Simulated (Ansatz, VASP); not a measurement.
**Pt: VASP beside Ansatz**

```
Pt
1.0
     0.00000    1.98367    1.98367
     1.98367    0.00000    1.98367
     1.98367    1.98367    0.00000
Pt
1
Direct
  0.00000 0.00000 0.00000
```

Alike in both runs: functional PBE; k mesh 8 × 8 × 8; occupations gaussian, width 0.1 eV; no spin polarisation.

Ansatz relaxed the structure, and its values are those at the end. VASP's run is a single point on that final structure, the one shown.

|  | VASP | Ansatz |
| --- | --- | --- |
| version | VASP 6.6.1 | Ansatz 0.2.0 |
| potentials or method | VASP PAW PBE potentials, release 64 (Pt) | scalar-relativistic, plane waves, PAW |
| plane-wave cutoff (eV) | 520 | 420 |
| valence electrons in the cell | 10 | 18 |

```csv
,VASP,Ansatz,Ansatz less VASP
gap on the k mesh at the Fermi level (eV),none,none,-
pressure (GPa),-0.6,-0.1,+0.53
```

A gap of «none» marks a metal or a gap that the smearing closes. The two sets of potentials don't hold the same shells in valence.

The runs have no spin-orbit coupling, so splittings on Pt are missing.
